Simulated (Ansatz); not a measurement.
# CoPtO2 (R-3m) in Ansatz: notebook

One crystal, CoPtO2, is run at these levels: PBE, LDA; tasks: phonons, single point, equation of state.

All numbers are computed with Ansatz 0.2.0; they aren't measurements. Logs are shortened: lines on timing, memory, paths and dates and some standing lists are left out, and cuts for length are marked.

## Step 1: Starting point

The structure is trigonal, space group R-3m (No. 166). The conventional cell has a = 2.825 Å, b = 2.825 Å, c = 17.818 Å, α = 90.00°, β = 90.00°, γ = 120.00°. Pt (site symmetry -3m) is surrounded by 2 O at 2.00 Å. Around Co (site symmetry -3m) lie 6 O at 1.90 Å. O (site symmetry 3m) has 3 Co at 1.90 Å and 1 Pt at 2.00 Å as nearest neighbours.

The cell is a database's computed one.

## Step 2: Phonons, PBE, collinear spin, ferromagnetic start

Contents of input.yaml:

```yaml
crystal:
  lattice:
    - [1.4122699173, 0.8153744169, 5.9393891094]
    - [-1.4122699173, 0.8153744169, 5.9393891094]
    - [0.0, -1.6307488338, 5.9393891094]
  atoms:
    - { symbol: Pt, position: [0.0, 0.0, 0.0] }
    - { symbol: Co, position: [0.5, 0.5, 0.5], spin: 2.0 }
    - { symbol: O, position: [0.11224403, 0.11224403, 0.11224403] }
    - { symbol: O, position: [0.88775597, 0.88775597, 0.88775597] }
hamiltonian:
  xc: pbe
  pseudopotentials: { kind: paw }
magnetization:
  spin_polarized: true
kpoints:
  mp_grid: { grid: [10, 10, 10] }
scf:
  occupations: { method: fermi_dirac, width: 0.05 }
phonons:
  method: dfpt
```

Potentials or basis: Ansatz PAW.

Command:

```console
$ ansatz run input.yaml --threads 2 --pin off --max-ram 5632MiB --backend cpu --events-out ev --progress --plain --runs-dir out
```

The program printed:

```text
Warning: RAYON_NUM_THREADS=2 ignored (pool sized by the plan → 2); use --threads N
Engine: ansatz 0.2.0, x86_64-unknown-linux-gnu
Pseudopotentials: kind: paw
Pseudopotential: Pt, paw, valence charge 18, recommended cutoff 420 eV (normal), Pt.paw.azcp
Pseudopotential: Co, paw, valence charge 17, recommended cutoff 420 eV (normal), Co.paw.azcp
Pseudopotential: O, paw, valence charge 6, recommended cutoff 420 eV (normal), O.paw.azcp
Functional definition: PBE
  parameter kappa = 0.804
  parameter beta = 0.06672455060314922
  exchange = pbe_x(kappa = kappa, mu = beta*pi^2/3)
  correlation = pbe_c(beta = beta)
Crystal: 4 atoms, lattice volume = 41.036 Å³
Basis set: ecut = 420 eV, 805 PW (Γ), exchange–correlation on 90×90×90 points (8 copies of the dense FFT grid, shifted against one another)
Bands: 30, of which v1, the nominal top of the filled ones, is band 24 counted from 1 (23 counted from 0)
Symmetry: 12 space group operations
Space group: R-3m (ITA 166), of the structure as read, at distance tolerance 3.4e-5 Å
Magnetic group: BNS 166.97 (UNI 1327), of the structure as read, at distance tolerance 3.4e-5 Å
k-points: 116 of 1000
Non-local potential: Pt, projectors of the file, l = 0: 3, l = 1: 2, l = 2: 2, l = 3: 1
Non-local potential: Co, projectors of the file, l = 0: 3, l = 1: 2, l = 2: 3, l = 3: 1
Non-local potential: O, projectors of the file, l = 0: 2, l = 1: 2, l = 2: 1
PAW form: soft (Blöchl's): semilocal exchange-correlation on the pseudo side does not see the compensation charge
PAW one-centre angular grid: Pt, 590 points (default); XC on 64 Gauss nodes
PAW one-centre angular grid: Co, 590 points (default); XC on 64 Gauss nodes
PAW one-centre angular grid: O, 110 points (default); XC on 64 Gauss nodes
Initial density: superposition of atomic densities (chi_scale 0.1, normalization cell, long waves kept (reshape's long-wave potential 0.28 eV rms))
Starting moments: Σ|m| = 2 μB on 1 of 4 sites
Initial wavefunctions: pseudopotential atomic-orbital guess
Functional: x = pbe(κ = 0.804, μ = 0.2195149727645171), c = pbe(β = 0.06672455060314922)
SCF 1 converged in 16 iterations: F = -18782.390699 eV  dr2 = 7.61e-10
Bands: 29, of which v1, the nominal top of the filled ones, is band 24 counted from 1 (23 counted from 0)
k-points: 282 of 1000 (irreducible under 2 space group operations, time reversal used)
Initial density: read from a saved state, or passed on in memory by an earlier SCF of this step, an earlier step, the calling program or the single point that the run made first
Stability of the state it starts from, as read at its close in the collinear treatment: not read negative (Ritz values of 1 − χ₀K, real part plus size of imaginary part, from 0.29 to 0.67, by its mixing steps under the symmetry group of the SCF that read it); its run was given moments
iter 1 solved again at ethr=5.55e-8 eV; its pass at ethr=3.10e-3 eV (dr2=2.61e-5 eV) is discarded
SCF iter   1: F=—  HF=-18782.390677 eV  |F-HF|=—  |Δ(HF+E_count)|=         —  Δρ=1.28e-6 (↑1.28e-6 ↓1.28e-6)  dr2=1.94e-9  dr2_m=0.00e0  M=0.000 μB ∫|m|=0.000 μB  β_m=0.30  ethr=5.55e-8  ⟨swp⟩=3.8  Hψ=54952  notcnv=0
eigensolver tolerance schedule: the retry pair's looser diagonalisation over-reported the residual by 13457.94 of it (diagonalisation noise at 0.32 of the residual, at the tolerance the schedule requests for it); recorded, not acted on — ethr = c·dr2/N_el stays at c = 1.0e-1
preconditioner: auto → Kerker (q_TF=auto, 2.791 Å⁻¹)  [metal: Δε(μ)=0.039 eV  Ē_g=10.786 eV  σ=0.050 eV  W_gap=0.19  n_scr=16 (ndim 8)  ℏωp=32.3 eV  f_vac=0.004  D(μ)=1.74/eV (n_scr^D=16)]
spin=Collinear: Kerker preconditioning applied to the charge; magnetization (m = ρ↑ − ρ↓) channel mixes plain (no charge-response kernel on spin).
SCF iter   2: F=—  HF=-18782.390699 eV  |F-HF|=—  |Δ(HF+E_count)|=   2.25e-5  Δρ=8.88e-7 (↑8.88e-7 ↓8.88e-7)  dr2=7.84e-10  dr2_m=0.00e0  M=0.000 μB ∫|m|=0.000 μB  β_m=0.24  ethr=4.13e-12  ⟨swp⟩=2.9  Hψ=17884  notcnv=0
SCF iter   3: F=—  HF=-18782.390699 eV  |F-HF|=—  |Δ(HF+E_count)|=  8.37e-11  Δρ=2.70e-7 (↑2.70e-7 ↓2.70e-7)  dr2=9.09e-11  dr2_m=0.00e0  M=0.000 μB ∫|m|=0.000 μB  β_m=0.43  ethr=1.67e-12  ⟨swp⟩=1.7  Hψ=8557  notcnv=0
SCF iter   4: F=—  HF=-18782.390699 eV  |F-HF|=—  |Δ(HF+E_count)|=  3.64e-12  Δρ=9.14e-8 (↑9.14e-8 ↓9.14e-8)  dr2=3.11e-11  dr2_m=0.00e0  M=0.000 μB ∫|m|=0.000 μB  β_m=0.65  ethr=1.00e-12  ⟨swp⟩=1.0  Hψ=8178  notcnv=0
SCF iter   5: F=—  HF=-18782.390699 eV  |F-HF|=—  |Δ(HF+E_count)|=  7.28e-12  Δρ=1.42e-7 (↑1.42e-7 ↓1.42e-7)  dr2=2.94e-11  dr2_m=0.00e0  M=0.000 μB ∫|m|=0.000 μB  β_m=0.68  ethr=1.00e-12  ⟨swp⟩=1.0  Hψ=8178  notcnv=0
SCF iter   6: F=-18782.390699 eV  HF=-18782.390699 eV  |F-HF|=0.00e0  |Δ(HF+E_count)|=  3.64e-12  Δρ=6.59e-8 (↑6.59e-8 ↓6.59e-8)  dr2=4.23e-12  dr2_m=0.00e0  M=0.000 μB ∫|m|=0.000 μB  ethr=1.00e-12  ⟨swp⟩=3.8  Hψ=29394  notcnv=0
SCF 2 converged in 6 iterations: F = -18782.390699 eV  dr2 = 4.23e-12
DFPT response loops at Γ: preconditioner auto → Kerker (q_TF=auto, 2.791 Å⁻¹) (partly filled bands, converged f_vac=0.004); β = 1.00, the filter's whole step (`scf.mixing.beta` (0.30) is not read by the response loops under this deck's `scf.mixing.preconditioner`; to damp them name `kerker` or `kerker_dos`, under which they read `scf.mixing.beta`, and type it under 1.00, their step now; both keys bind the ground state too); Broyden in place of MSR1
SCF converged after 6 iterations
Magnetization: 0.0000 μB (23.5000 up, 23.5000 down)
Absolute magnetization: 0.0000 μB (∫|ρ↑−ρ↓|)
Spin contamination: 0.0000 ħ² per cell (⟨S²⟩ above its minimum at these occupations)
Per-site moments (μB) at R_I (Å): [(0.0, 0.8249929496042441), (0.0, 0.7826291999317879), (0.0, 0.782629199931788), (0.0, 0.7826291999317879)]
Free energy (F): -18782.390699 eV
Harris-Foulkes:  -18782.390699 eV  (|F-HF|=0.00e0)
Internal energy: -18782.377856 eV  (E = F + TS)
E sigma→0 (E₀):  -18782.384277 eV
Entropy (-TS):   -0.012844 eV (-3.211 meV/atom)
Fermi energy:    16.567096 eV
--- Per-component energies (eV) ---
  E_band       = -473.540920
  E_kinetic    = 1438.732925
  E_local      = -5686.871434  (includes V_loc(G=0)·N_el)
  E_nonlocal   = 752.033378
  E_hartree    = 2280.273067
  E_xc         = -566.561438
  E_vxc        = -694.159113  (∫ρ·V_xc dr)
  E_paw        = -11283.238141  (= ΣΔE_a)
  E_vpaw       = -843.827745  (= ΣTr[D̂ρ^β])
  E_aug_tail   = 0.005001  (compensation charges beyond the density's cutoff)
  E_ewald      = -5716.751213
  E_smearing   = -0.012844  (= −TS)
  E_closure    = -0.000000  (closes the sum)
  Σ components = -18782.390699   (vs F -18782.390699, Δ=0.00e0)
--- Band table (eV; the first three rows and the last of 564) ---
  k-point 0 ↑: bands = ["-82.1227", "-79.1210", "-42.4051", "-42.4051", "-42.3763", "-36.7109", "-36.0175", "-36.0175", "-5.0740", "-3.1380", "6.8840", "9.5161", "10.0229", "10.0229", "11.9826", "13.2394", "13.2394", "13.3846", "13.3846", "14.6440", "14.6440", "14.9780", "14.9780", "15.0616", "18.4671", "18.4671", "19.3551", "22.0904", "25.5540"]
  k-point 1 ↑: bands = ["-82.1211", "-79.1203", "-42.4125", "-42.4068", "-42.3751", "-36.7077", "-36.0453", "-36.0244", "-4.9570", "-3.1286", "7.0331", "9.6983", "9.7987", "10.0781", "12.2433", "12.6410", "12.9112", "13.2623", "13.6482", "14.5001", "14.6903", "14.9437", "15.1311", "15.1729", "18.2431", "18.3754", "19.5149", "22.6835", "25.8319"]
  k-point 2 ↑: bands = ["-82.1170", "-79.1184", "-42.4320", "-42.4114", "-42.3720", "-36.6990", "-36.1178", "-36.0424", "-4.6337", "-3.1092", "7.4202", "9.1591", "10.2238", "10.3576", "11.5892", "12.3467", "12.4446", "13.1139", "14.0348", "14.3235", "14.6865", "14.9603", "15.3436", "15.5562", "17.8247", "18.1637", "19.8010", "24.0306", "26.5724"]
  k-point 281 ↓: bands = ["-82.1227", "-79.1210", "-42.4050", "-42.4050", "-42.3762", "-36.7111", "-36.0175", "-36.0175", "-4.8311", "-3.5238", "8.5098", "9.2148", "9.9539", "10.1617", "10.1617", "12.5623", "12.5623", "13.3931", "13.3931", "14.7249", "14.7249", "15.7075", "15.8317", "15.8317", "18.0405", "18.0405", "20.5732", "21.0754", "25.2805"]
--- Phonons (Γ-DFPT): 6 representative perturbations + reference, on 282 of 1000 k-points (Σ response iterations 21) ---
  k mesh reduced under 2 symmetry operations, with k and −k counted as one. Each operation leaves every solved perturbation unchanged. A smaller set is not used because it would not reduce the number of displacements times k-points to solve
  ASR residual: 2.421e-3 → 0.000e0 eV/Å²; symmetrization residual: 3.371e-6 eV/Å²
  ASR residual per site (eV/Å²): 8.90e-4 2.42e-3 2.61e-4 2.61e-4
  Γ frequencies (cm⁻¹): 0.00 0.00 0.00 157.89 157.89 293.57 497.40 497.40 663.81 663.81 692.48 699.33
  non-analytic LO–TO correction: not included (Born effective charges unavailable; polar crystals: no LO–TO splitting at Γ)
```

Wall time 14 min (2 threads of Intel Xeon at 2.70GHz, shared host); peak memory 2.1 GiB.

Results:

```yaml
Free_energy: -18782.3907 eV
Band_gap_on_the_k_mesh: none (metal or under the smearing width)
Net_moment: 0.00 μB per cell
Absolute_moment: 0.00 μB per cell
Highest_phonon_frequency_at_Γ: 699 cm⁻¹
```

Phonon frequencies in cm⁻¹ (negative: imaginary):
```tsv
q point	frequencies
(0.000, 0.000, 0.000)	0 0 0 158 158 294 497 497 664 664 692 699
```

Caveat: the starting moments collapsed, and a magnetic state may lie lower; semilocal functionals often make such compounds metallic where correlation or magnetic order opens a gap, which also shifts bond lengths.

## Step 3: Single point, LDA, collinear spin, ferromagnetic start, 9.64 Å³/atom (volume scaled by 0.94)

Contents of input.yaml:

```yaml
crystal:
  lattice:
    - [1.3834399927, 0.7987294522, 5.8181430658]
    - [-1.3834399927, 0.7987294522, 5.8181430658]
    - [0.0, -1.5974589044, 5.8181430658]
  atoms:
    - { symbol: Pt, position: [0.0, 0.0, 0.0] }
    - { symbol: Co, position: [0.5, 0.5, 0.5], spin: 2.0 }
    - { symbol: O, position: [0.11224403, 0.11224403, 0.11224403] }
    - { symbol: O, position: [0.88775597, 0.88775597, 0.88775597] }
hamiltonian:
  xc: lda
  pseudopotentials: { kind: paw }
magnetization:
  spin_polarized: true
kpoints:
  mp_grid: { grid: [11, 11, 11] }
scf:
  occupations: { method: fermi_dirac, width: 0.05 }
output:
  forces: true
  stress: true
  eigenvalues: true
```

Potentials or basis: Ansatz PAW.

Command:

```console
$ ansatz run input.yaml --threads 2 --pin off --max-ram 5632MiB --backend cpu --events-out ev --progress --plain --runs-dir out
```

The program printed:

```text
Warning: RAYON_NUM_THREADS=2 ignored (pool sized by the plan → 2); use --threads N
basis.fft_grid_basis auto: the FFT boxes are laid along the combinations [[1, 0, -1], [0, 1, -1], [0, 0, 1]] of the cell's own vectors, 2.767, 2.767 and 6.033 Å long. The dense box has 20×20×45 points. Along the cell's own vectors, as sized, it would have 45×45×45, 5.06 times as many. Of the 12 symmetry operations that the crystal satisfies within crystal.symmetry.tolerance (time reversal apart; of a slab, those that keep its plane) the dense box along the cell's own vectors carries 12, and the one as laid loses 8 of those. basis.fft_grid_basis: typed keeps the cell's own vectors: state it where this run's energies or levels are differenced outside the engine with another run's, or held beside a run that keeps those vectors.
Engine: ansatz 0.2.0, x86_64-unknown-linux-gnu
Pseudopotentials: kind: paw
Pseudopotential: Pt, paw, valence charge 18, recommended cutoff 420 eV (normal), Pt.paw.azcp
Pseudopotential: Co, paw, valence charge 17, recommended cutoff 420 eV (normal), Co.paw.azcp
Pseudopotential: O, paw, valence charge 6, recommended cutoff 420 eV (normal), O.paw.azcp
Functional definition: SPW92
  exchange = slater_x
  correlation = pw_c
Crystal: 4 atoms, lattice volume = 38.574 Å³
Basis set: ecut = 420 eV, 739 PW (Γ), FFT grids on a1−a3, a2−a3, a3
Bands: 30, of which v1, the nominal top of the filled ones, is band 24 counted from 1 (23 counted from 0)
Symmetry: 12 space group operations
Space group: R-3m (ITA 166), of the structure as read, at distance tolerance 3.4e-5 Å
Magnetic group: BNS 166.97 (UNI 1327), of the structure as read, at distance tolerance 3.4e-5 Å
k-points: 146 of 1331
Non-local potential: Pt, projectors of the file, l = 0: 3, l = 1: 2, l = 2: 2, l = 3: 1
Non-local potential: Co, projectors of the file, l = 0: 3, l = 1: 2, l = 2: 3, l = 3: 1
Non-local potential: O, projectors of the file, l = 0: 2, l = 1: 2, l = 2: 1
PAW form: soft (Blöchl's): semilocal exchange-correlation on the pseudo side does not see the compensation charge
PAW frozen core: Pt, regenerated for the run's functional, and the local potential with it (the file was generated under x = pbe(κ = 0.804, μ = 0.2195149727645171), c = pbe(β = 0.06672455060314922))
PAW frozen core: Co, regenerated for the run's functional, and the local potential with it (the file was generated under x = pbe(κ = 0.804, μ = 0.2195149727645171), c = pbe(β = 0.06672455060314922))
PAW frozen core: O, regenerated for the run's functional, and the local potential with it (the file was generated under x = pbe(κ = 0.804, μ = 0.2195149727645171), c = pbe(β = 0.06672455060314922))
PAW one-centre angular grid: Pt, 590 points (default); XC on 64 Gauss nodes
PAW one-centre angular grid: Co, 590 points (default); XC on 64 Gauss nodes
PAW one-centre angular grid: O, 110 points (default); XC on 64 Gauss nodes
Initial density: superposition of atomic densities (chi_scale 0.1, normalization cell, long waves kept (reshape's long-wave potential 0.26 eV rms))
Starting moments: Σ|m| = 2 μB on 1 of 4 sites
Initial wavefunctions: pseudopotential atomic-orbital guess
Functional: x = slater, c = lda
SCF iter   1: F=—  HF=-18415.502323 eV  |F-HF|=—  |Δ(HF+E_count)|=         —  Δρ=1.89e-1 (↑1.17e-1 ↓1.89e-1)  dr2=4.39e0  dr2_m=7.03e0  M=0.000 μB ∫|m|=0.160 μB  β_m=0.30  ethr=3.10e-3  ⟨swp⟩=5.6  Hψ=31754  notcnv=0
Mixer restart at iter 1: flushing history
preconditioner: auto → none  [insulator: Δε(μ)=0.375 eV  Ē_g=12.285 eV  σ=0.050 eV  W_gap=0.91  n_scr=16 (ndim 8)  ℏωp=33.3 eV  f_vac=0.000  D(μ)=0.16/eV (n_scr^D=0)  ε∞_Penn≈8.3]
[... 10 lines left out ...]
SCF iter  12: F=—  HF=-18417.027479 eV  |F-HF|=—  |Δ(HF+E_count)|=   2.42e-9  Δρ=2.69e-6 (↑2.69e-6 ↓1.97e-6)  dr2=7.24e-9  dr2_m=1.54e-10  M=-0.000 μB ∫|m|=0.000 μB  β_m=0.72  ethr=9.27e-11  ⟨swp⟩=1.6  Hψ=10120  notcnv=0  defer=274
SCF iter  13: F=-18417.027479 eV  HF=-18417.027479 eV  |F-HF|=2.76e-9  |Δ(HF+E_count)|=   1.48e-9  Δρ=1.23e-6 (↑1.07e-6 ↓1.23e-6)  dr2=2.90e-9  dr2_m=1.01e-11  M=0.000 μB ∫|m|=0.000 μB  ethr=1.54e-11  ⟨swp⟩=6.1  Hψ=30424  notcnv=0
SCF 1 converged in 13 iterations: F = -18417.027479 eV  dr2 = 2.90e-9
WARN: the starting moments were not kept: the SCF closed with an absolute magnetisation of 2.9e-6 μB, where they sum to 2 μB in size (1 site). That is at most 0.1 of that sum. Measured as dr2_m measures the in/out step, that magnetisation stands 2.7e-12 eV from none, at or under the dr2_threshold of 1.0e-7 eV: it is no larger than a step whose dr2_m would equal this threshold. The system may hold no moment; this SCF shows only that its start led to no more than that. To try another start: raise the starting moments (crystal.atoms[].spin, magnetization.per_species, magnetization.initial_magnetization, or on a non-collinear deck that types none of these the spinor_matrix: blocks that start its atoms; where the total moment is fixed, keep their sum and leave initial_magnetization as it is; typed ones take the place of any that the run laid by itself, positive ones on a crystal's lanthanoids without a Hubbard term where scf.initial_density.shell_occupations: [] is typed) or, if the notice of its spin-set hold's release reads "site moments contracting" or "site moments show no strong build", lengthen the hold (scf.mixing.spin_hold: { on: { confirm: 4 } }; for m-r²SCAN on two components see the key's manual first). Each may lead to a state that holds a moment. A second SCF, from the converged charge density, with the starting moments and any scf.initial_density.shell_occupations laid on it anew, would have followed, and was not run: the deck does not ask for one (magnetization.retry_lost_moments is false, the default). To let it run, set magnetization.retry_lost_moments: true and run the deck again, where that key's refused combinations let it; where memory then withholds it, that run's warning says so.
SCF converged after 13 iterations
Magnetization: 0.0000 μB (23.5000 up, 23.5000 down)
Absolute magnetization: 0.0000 μB (∫|ρ↑−ρ↓|, with the PAW one-centre terms)
Spin contamination: 0.0000 ħ² per cell (⟨S²⟩ above its minimum at these occupations)
Per-site moments (μB) at R_I (Å): [(-2.2741483683924023e-7, 0.8081516332171595), (6.665640410572253e-7, 0.766652692519465), (-5.483566388565234e-7, 0.766652692519465), (-5.483566388793081e-7, 0.7666526925194651)]
Free energy (F): -18417.027479 eV
Harris-Foulkes:  -18417.027479 eV  (|F-HF|=2.76e-9)
Internal energy: -18417.024561 eV  (E = F + TS)
E sigma→0 (E₀):  -18417.026020 eV
Entropy (-TS):   -0.002918 eV (-0.729 meV/atom)
Fermi energy:    17.825719 eV
--- Per-component energies (eV) ---
  E_band       = -428.964510
  E_kinetic    = 1443.295983
  E_local      = -5523.247259  (includes V_loc(G=0)·N_el)
  E_nonlocal   = 768.537245
  E_hartree    = 2215.418650
  E_xc         = -563.175832
  E_vxc        = -694.067809  (∫ρ·V_xc dr)
  E_paw        = -10923.049973  (= ΣΔE_a)
  E_vpaw       = -854.324754  (= ΣTr[D̂ρ^β])
  E_aug_tail   = 0.004983  (compensation charges beyond the density's cutoff)
  E_ewald      = -5835.884321
  E_core_change = 1.075963  (= ΣΔE_core)
  E_smearing   = -0.002918  (= −TS)
  E_closure    = 0.000000  (closes the sum)
  Σ components = -18417.027479   (vs F -18417.027479, Δ=0.00e0)
--- Forces (eV/Å), atoms counted from 1 ---
  atom   1  Pt    -0.00000000     0.00000000    -0.00000000
  atom   2  Co     0.00000000     0.00000000     0.00000000
  atom   3  O      0.00000000    -0.00000000    -0.03104367
  atom   4  O     -0.00000000     0.00000000     0.03104367
  max |Σ_I F_I| component: 1.11e-29 eV/Å
--- Stress (GPa, compression-positive) ---
        5.077802       0.000000      -0.000000
        0.000000       5.077802       0.000000
       -0.000000       0.000000       6.047894
  P = ⅓ Tr σ = 5.4012 GPa (54.012 kbar)
--- Band table (eV; the first three rows and the last of 292) ---
  k-point 0 ↑: bands = ["-81.3037", "-77.3003", "-40.9953", "-40.9953", "-40.9720", "-35.8669", "-35.0382", "-35.0382", "-4.3760", "-2.1303", "7.2532", "10.0411", "10.5738", "10.5738", "12.7590", "14.1088", "14.1088", "14.2492", "14.2492", "15.6753", "15.6753", "15.9918", "15.9918", "16.1589", "19.7207", "19.7207", "20.8634", "23.0881", "27.0975", "29.2754"]
  k-point 1 ↑: bands = ["-81.3019", "-77.2995", "-41.0037", "-40.9972", "-40.9706", "-35.8633", "-35.0676", "-35.0455", "-4.2646", "-2.1225", "7.3863", "10.2689", "10.3000", "10.6240", "13.0080", "13.5496", "13.7948", "14.1378", "14.4957", "15.5324", "15.7209", "15.9656", "16.1818", "16.2207", "19.5197", "19.6308", "20.9873", "23.6282", "27.3310", "29.7245"]
  k-point 2 ↑: bands = ["-81.2972", "-77.2972", "-41.0264", "-41.0025", "-40.9669", "-35.8538", "-35.1460", "-35.0648", "-3.9511", "-2.1053", "7.7416", "9.7400", "10.7594", "10.8690", "12.4871", "13.2397", "13.2815", "13.9350", "15.0228", "15.1238", "15.7106", "16.0041", "16.4288", "16.5998", "19.1160", "19.4099", "21.2261", "24.8800", "27.9730", "30.8385"]
  k-point 145 ↓: bands = ["-81.3019", "-77.2995", "-41.0037", "-40.9972", "-40.9706", "-35.8635", "-35.0676", "-35.0455", "-3.9704", "-2.6044", "9.1341", "9.6343", "10.4847", "10.7742", "11.2689", "12.8273", "13.1848", "14.1072", "14.4801", "15.7291", "15.8261", "16.6630", "17.0011", "17.0306", "18.9957", "19.1572", "22.0040", "22.8182", "26.8043", "29.8727"]
```

Run time: 22 s. Hardware: 2 threads of Intel Xeon at 2.70GHz, shared host; peak memory 0.56 GiB.

What came out:

- Free energy: -18417.0275 eV
- Pressure: 5.4 GPa
- Largest force: 0.031 eV/Å
- Band gap on the k mesh: none (metal or under the smearing width)
- Net moment: 0.00 μB per cell
- Absolute moment: 0.00 μB per cell

Caveat: the starting moments collapsed, and a magnetic state may lie lower; the pressure holds a Pulay correction of +1.0 GPa for the finite cutoff; semilocal functionals often make such compounds metallic where correlation or magnetic order opens a gap, which also shifts bond lengths; the PAW data sets come from PBE, with cores solved anew for the run's functional, which leaves a small shift of forces and pressure; the starting moments weren't kept.

[end of part 1 of 2]
